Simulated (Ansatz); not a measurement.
Input, command and steps of an Ansatz relaxation.

```yaml
crystal:
  lattice:
    - [3.1298722571, 0.0, 0.0]
    - [-1.5649361286, 2.7105488853, 0.0]
    - [0.0, 0.0, 17.7768041386]
  atoms:
    - { symbol: Ta, position: [0.0, 0.0, 0.0] }
    - { symbol: "N", position: [0.6666666667, 0.3333333333, 0.0714285714] }
    - { symbol: Ta, position: [0.3333333333, 0.6666666667, 0.1428571429] }
    - { symbol: "N", position: [0.6666666667, 0.3333333333, 0.2142857143] }
    - { symbol: Ta, position: [0.0, 0.0, 0.2857142857] }
    - { symbol: "N", position: [0.6666666667, 0.3333333333, 0.3571428571] }
    - { symbol: Ta, position: [0.3333333333, 0.6666666667, 0.4285714286] }
    - { symbol: "N", position: [0.0, 0.0, 0.5] }
    - { symbol: Ta, position: [0.6666666667, 0.3333333333, 0.5714285714] }
    - { symbol: "N", position: [0.3333333333, 0.6666666667, 0.6428571429] }
    - { symbol: Ta, position: [0.0, 0.0, 0.7142857143] }
    - { symbol: "N", position: [0.6666666667, 0.3333333333, 0.7857142857] }
    - { symbol: Ta, position: [0.3333333333, 0.6666666667, 0.8571428571] }
    - { symbol: "N", position: [0.6666666667, 0.3333333333, 0.9285714286] }
basis:
  ecutwfc: 420
kpoints:
  mp_grid: { grid: [12, 12, 3] }
hamiltonian:
  xc: pbe
scf:
  occupations: { method: gaussian, width: 0.1 }
output:
  forces: true
  stress: true
  eigenvalues: true
  populations: true
relax:
  adjacent_minimum: "off"
  f_tol: 0.01
  max_steps: 45
  cell: { stress_tol: 0.05 }
```

```bash
ansatz run input.yaml --threads 1 --pin off --max-ram 2560MiB --backend cpu --events-out ev --progress --plain --runs-dir out
```

Theory: Ansatz, DFT PBE, scalar-relativistic, plane waves, PAW.

Of 12 frames 10 are shown, positions in Å and forces in eV/Å; the SCF threshold varies from step to step. Steps run on the plane waves of an earlier cell, with a Pulay correction in the pressure. The basis is chosen afresh for the last frame, the zero of the energies, and can be on the way; energy and pressure step there, also at an unchanged geometry. Here that happened at step 9 (-2 meV/atom, 0.2 GPa); the frames before carry an error of that size.

```xyz
14
Lattice="3.1299 0.0000 0.0000 -1.5649 2.7105 0.0000 0.0000 0.0000 17.7768" Properties=species:S:1:pos:R:3:forces:R:3 pbc="T T T" step=1 free_energy_over_end_meV_per_atom=112.95 pressure_GPa=0.55
Ta    0.0000    0.0000    0.0000    0.0000    0.0000    0.0500
N     1.5649    0.9035    1.2698    0.0000    0.0000    0.0000
Ta    0.0000    1.8070    2.5395    0.0000    0.0000   -0.0500
N     1.5649    0.9035    3.8093    0.0000    0.0000   -0.1130
Ta    0.0000    0.0000    5.0791    0.0000    0.0000    1.0910
N     1.5649    0.9035    6.3489    0.0000    0.0000    0.0500
Ta    0.0000    1.8070    7.6186    0.0000    0.0000    1.4120
N     0.0000    0.0000    8.8884    0.0000    0.0000   -0.1800
Ta    1.5649    0.9035   10.1582    0.0000    0.0000    0.0000
N     0.0000    1.8070   11.4279    0.0000    0.0000    0.1800
Ta    0.0000    0.0000   12.6977    0.0000    0.0000   -1.4120
N     1.5649    0.9035   13.9675    0.0000    0.0000   -0.0500
Ta    0.0000    1.8070   15.2373    0.0000    0.0000   -1.0910
N     1.5649    0.9035   16.5070    0.0000    0.0000    0.1130
14
Lattice="3.0550 0.0000 0.0000 -1.5275 2.6457 0.0000 0.0000 0.0000 18.6443" Properties=species:S:1:pos:R:3:forces:R:3 pbc="T T T" step=2 free_energy_over_end_meV_per_atom=21.78 pressure_GPa=-0.22
Ta    0.0000    0.0000   -0.0039    0.0000    0.0000   -0.2600
N     1.5275    0.8819    1.3317    0.0000    0.0000    0.0000
Ta    0.0000    1.7638    2.6674    0.0000    0.0000    0.2600
N     1.5275    0.8819    4.0107    0.0000    0.0000    0.1920
Ta    0.0000    0.0000    5.3812    0.0000    0.0000    0.2360
N     1.5275    0.8819    6.6962    0.0000    0.0000   -0.2550
Ta    0.0000    1.7638    8.0548    0.0000    0.0000    0.7210
N     0.0000    0.0000    9.3374    0.0000    0.0000    0.1850
Ta    1.5275    0.8819   10.6539    0.0000    0.0000    0.0000
N     0.0000    1.7638   11.9703    0.0000    0.0000   -0.1850
Ta    0.0000    0.0000   13.2529    0.0000    0.0000   -0.7210
N     1.5275    0.8819   14.6115    0.0000    0.0000    0.2550
Ta    0.0000    1.7638   15.9266    0.0000    0.0000   -0.2360
N     1.5275    0.8819   17.2970    0.0000    0.0000   -0.1920
14
Lattice="2.9897 0.0000 0.0000 -1.4948 2.5891 0.0000 0.0000 0.0000 19.3313" Properties=species:S:1:pos:R:3:forces:R:3 pbc="T T T" step=3 free_energy_over_end_meV_per_atom=5.62 pressure_GPa=2.51
Ta    0.0000    0.0000   -0.0314    0.0000    0.0000    0.1400
N     1.4948    0.8630    1.3808    0.0000    0.0000    0.0000
Ta    0.0000    1.7261    2.7930    0.0000    0.0000   -0.1400
N     1.4948    0.8630    4.1914    0.0000    0.0000    0.1490
Ta    0.0000    0.0000    5.6154    0.0000    0.0000   -0.2310
N     1.4948    0.8630    6.9604    0.0000    0.0000    0.0570
Ta    0.0000    1.7261    8.4142    0.0000    0.0000   -0.4600
N     0.0000    0.0000    9.7115    0.0000    0.0000    0.4090
Ta    1.4948    0.8630   11.0465    0.0000    0.0000    0.0000
N     0.0000    1.7261   12.3814    0.0000    0.0000   -0.4090
Ta    0.0000    0.0000   13.6787    0.0000    0.0000    0.4600
N     1.4948    0.8630   15.1325    0.0000    0.0000   -0.0570
Ta    0.0000    1.7261   16.4775    0.0000    0.0000    0.2310
N     1.4948    0.8630   17.9015    0.0000    0.0000   -0.1490
14
Lattice="3.0091 0.0000 0.0000 -1.5045 2.6059 0.0000 0.0000 0.0000 19.2254" Properties=species:S:1:pos:R:3:forces:R:3 pbc="T T T" step=5 free_energy_over_end_meV_per_atom=2.58 pressure_GPa=-0.23
Ta    0.0000    0.0000   -0.0232    0.0000    0.0000    0.0170
N     1.5045    0.8687    1.3732    0.0000    0.0000    0.0000
Ta    0.0000    1.7373    2.7696    0.0000    0.0000   -0.0170
N     1.5045    0.8687    4.1639    0.0000    0.0000   -0.0110
Ta    0.0000    0.0000    5.5656    0.0000    0.0000    0.0550
N     1.5045    0.8687    6.9097    0.0000    0.0000    0.0410
Ta    0.0000    1.7373    8.3532    0.0000    0.0000   -0.0790
N     0.0000    0.0000    9.6783    0.0000    0.0000    0.0180
Ta    1.5045    0.8687   10.9859    0.0000    0.0000    0.0000
N     0.0000    1.7373   12.2936    0.0000    0.0000   -0.0180
Ta    0.0000    0.0000   13.6187    0.0000    0.0000    0.0790
N     1.5045    0.8687   15.0621    0.0000    0.0000   -0.0410
Ta    0.0000    1.7373   16.4062    0.0000    0.0000   -0.0550
N     1.5045    0.8687   17.8079    0.0000    0.0000    0.0110
14
Lattice="3.0086 0.0000 0.0000 -1.5043 2.6055 0.0000 0.0000 0.0000 19.2189" Properties=species:S:1:pos:R:3:forces:R:3 pbc="T T T" step=6 free_energy_over_end_meV_per_atom=2.52 pressure_GPa=-0.03
Ta    0.0000    0.0000   -0.0235    0.0000    0.0000    0.0080
N     1.5043    0.8685    1.3728    0.0000    0.0000    0.0000
Ta    0.0000    1.7370    2.7691    0.0000    0.0000   -0.0080
N     1.5043    0.8685    4.1636    0.0000    0.0000    0.0010
Ta    0.0000    0.0000    5.5666    0.0000    0.0000    0.0090
N     1.5043    0.8685    6.9105    0.0000    0.0000   -0.0050
Ta    0.0000    1.7370    8.3475    0.0000    0.0000    0.0050
N     0.0000    0.0000    9.6746    0.0000    0.0000    0.0080
Ta    1.5043    0.8685   10.9822    0.0000    0.0000    0.0000
N     0.0000    1.7370   12.2899    0.0000    0.0000   -0.0080
Ta    0.0000    0.0000   13.6170    0.0000    0.0000   -0.0050
N     1.5043    0.8685   15.0539    0.0000    0.0000    0.0050
Ta    0.0000    1.7370   16.3978    0.0000    0.0000   -0.0090
N     1.5043    0.8685   17.8009    0.0000    0.0000   -0.0010
14
Lattice="3.0088 0.0000 0.0000 -1.5044 2.6057 0.0000 0.0000 0.0000 19.2126" Properties=species:S:1:pos:R:3:forces:R:3 pbc="T T T" step=7 free_energy_over_end_meV_per_atom=2.51 pressure_GPa=0.04
Ta    0.0000    0.0000   -0.0239    0.0000    0.0000    0.0060
N     1.5044    0.8686    1.3723    0.0000    0.0000    0.0000
Ta    0.0000    1.7372    2.7685    0.0000    0.0000   -0.0060
N     1.5044    0.8686    4.1630    0.0000    0.0000    0.0020
Ta    0.0000    0.0000    5.5661    0.0000    0.0000    0.0100
N     1.5044    0.8686    6.9102    0.0000    0.0000   -0.0070
Ta    0.0000    1.7372    8.3471    0.0000    0.0000   -0.0120
N     0.0000    0.0000    9.6728    0.0000    0.0000    0.0020
Ta    1.5044    0.8686   10.9787    0.0000    0.0000    0.0000
N     0.0000    1.7372   12.2845    0.0000    0.0000   -0.0020
Ta    0.0000    0.0000   13.6102    0.0000    0.0000    0.0120
N     1.5044    0.8686   15.0471    0.0000    0.0000    0.0070
Ta    0.0000    1.7372   16.3912    0.0000    0.0000   -0.0100
N     1.5044    0.8686   17.7943    0.0000    0.0000   -0.0020
14
Lattice="3.0088 0.0000 0.0000 -1.5044 2.6057 0.0000 0.0000 0.0000 19.2155" Properties=species:S:1:pos:R:3:forces:R:3 pbc="T T T" step=8 free_energy_over_end_meV_per_atom=2.51 pressure_GPa=-0.01
Ta    0.0000    0.0000   -0.0235    0.0000    0.0000   -0.0030
N     1.5044    0.8686    1.3725    0.0000    0.0000    0.0000
Ta    0.0000    1.7371    2.7685    0.0000    0.0000    0.0030
N     1.5044    0.8686    4.1634    0.0000    0.0000   -0.0010
Ta    0.0000    0.0000    5.5666    0.0000    0.0000    0.0010
N     1.5044    0.8686    6.9101    0.0000    0.0000   -0.0010
Ta    0.0000    1.7371    8.3471    0.0000    0.0000    0.0000
N     0.0000    0.0000    9.6739    0.0000    0.0000    0.0000
Ta    1.5044    0.8686   10.9803    0.0000    0.0000    0.0000
N     0.0000    1.7371   12.2867    0.0000    0.0000    0.0000
Ta    0.0000    0.0000   13.6134    0.0000    0.0000    0.0000
N     1.5044    0.8686   15.0504    0.0000    0.0000    0.0010
Ta    0.0000    1.7371   16.3940    0.0000    0.0000   -0.0010
N     1.5044    0.8686   17.7972    0.0000    0.0000    0.0010
14
Lattice="3.0062 0.0000 0.0000 -1.5031 2.6034 0.0000 0.0000 0.0000 19.2692" Properties=species:S:1:pos:R:3:forces:R:3 pbc="T T T" step=10 free_energy_over_end_meV_per_atom=0.04 pressure_GPa=-0.13
Ta    0.0000    0.0000   -0.0233    0.0000    0.0000    0.0000
N     1.5031    0.8678    1.3764    0.0000    0.0000    0.0000
Ta    0.0000    1.7356    2.7760    0.0000    0.0000    0.0000
N     1.5031    0.8678    4.1747    0.0000    0.0000   -0.0160
Ta    0.0000    0.0000    5.5801    0.0000    0.0000    0.0030
N     1.5031    0.8678    6.9270    0.0000    0.0000   -0.0130
Ta    0.0000    1.7356    8.3677    0.0000    0.0000    0.0010
N     0.0000    0.0000    9.7006    0.0000    0.0000   -0.0010
Ta    1.5031    0.8678   11.0110    0.0000    0.0000    0.0000
N     0.0000    1.7356   12.3213    0.0000    0.0000    0.0010
Ta    0.0000    0.0000   13.6543    0.0000    0.0000   -0.0010
N     1.5031    0.8678   15.0950    0.0000    0.0000    0.0130
Ta    0.0000    1.7356   16.4419    0.0000    0.0000   -0.0030
N     1.5031    0.8678   17.8473    0.0000    0.0000    0.0160
14
Lattice="3.0056 0.0000 0.0000 -1.5028 2.6030 0.0000 0.0000 0.0000 19.2667" Properties=species:S:1:pos:R:3:forces:R:3 pbc="T T T" step=11 free_energy_over_end_meV_per_atom=0.01 pressure_GPa=0.03
Ta    0.0000    0.0000   -0.0224    0.0000    0.0000   -0.0020
N     1.5028    0.8677    1.3762    0.0000    0.0000    0.0000
Ta    0.0000    1.7353    2.7748    0.0000    0.0000    0.0020
N     1.5028    0.8677    4.1719    0.0000    0.0000   -0.0010
Ta    0.0000    0.0000    5.5775    0.0000    0.0000    0.0010
N     1.5028    0.8677    6.9237    0.0000    0.0000    0.0000
Ta    0.0000    1.7353    8.3652    0.0000    0.0000   -0.0030
N     0.0000    0.0000    9.6985    0.0000    0.0000    0.0010
Ta    1.5028    0.8677   11.0095    0.0000    0.0000    0.0000
N     0.0000    1.7353   12.3206    0.0000    0.0000   -0.0010
Ta    0.0000    0.0000   13.6539    0.0000    0.0000    0.0030
N     1.5028    0.8677   15.0954    0.0000    0.0000    0.0000
Ta    0.0000    1.7353   16.4415    0.0000    0.0000   -0.0010
N     1.5028    0.8677   17.8471    0.0000    0.0000    0.0010
14
Lattice="3.0056 0.0000 0.0000 -1.5028 2.6030 0.0000 0.0000 0.0000 19.2667" Properties=species:S:1:pos:R:3:forces:R:3 pbc="T T T" step=12 free_energy_over_end_meV_per_atom=0.00 pressure_GPa=0.03
Ta    0.0000    0.0000   -0.0224    0.0000    0.0000   -0.0020
N     1.5028    0.8677    1.3762    0.0000    0.0000    0.0000
Ta    0.0000    1.7353    2.7748    0.0000    0.0000    0.0020
N     1.5028    0.8677    4.1719    0.0000    0.0000   -0.0010
Ta    0.0000    0.0000    5.5775    0.0000    0.0000    0.0010
N     1.5028    0.8677    6.9237    0.0000    0.0000    0.0000
Ta    0.0000    1.7353    8.3652    0.0000    0.0000   -0.0030
N     0.0000    0.0000    9.6985    0.0000    0.0000    0.0010
Ta    1.5028    0.8677   11.0095    0.0000    0.0000    0.0000
N     0.0000    1.7353   12.3206    0.0000    0.0000   -0.0010
Ta    0.0000    0.0000   13.6539    0.0000    0.0000    0.0030
N     1.5028    0.8677   15.0954    0.0000    0.0000    0.0000
Ta    0.0000    1.7353   16.4415    0.0000    0.0000   -0.0010
N     1.5028    0.8677   17.8471    0.0000    0.0000    0.0010
```

The run took 14 min on 1 thread of Arm Neoverse N1, with other jobs on the host, peak memory 0.7 GiB.

Spin–orbit coupling is left out, which can shift energies with elements as heavy as these.